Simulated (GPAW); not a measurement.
Crystal: W.

```
CELL_PARAMETERS angstrom
0.00000 2.03000 2.03000
2.03000 0.00000 2.03000
2.03000 2.03000 0.00000
ATOMIC_POSITIONS crystal
W 0.00000 0.00000 0.00000
```

This isn't the form of W at room conditions, which is bcc.

Base run:

- Program: GPAW 26.7.0
- Functional: PBEsol
- Potentials or basis: PAW data sets generated in the run's folder for this functional
- Cutoff: 600 eV
- Basis: pw
- k mesh: 11 × 11 × 11
- Occupations: fermi-dirac, width 0.05 eV
- Spin: no spin polarisation

Its results: pressure -13.1 GPa.

Problem. The run is repeated on the same cell with these changes: functional from PBEsol to LDA; potentials or basis from PAW data sets generated in the run's folder for this functional to the program's PAW data sets (release 1.2.1) made for this functional. What comes out?

Solution. Pressure -18.5 GPa.
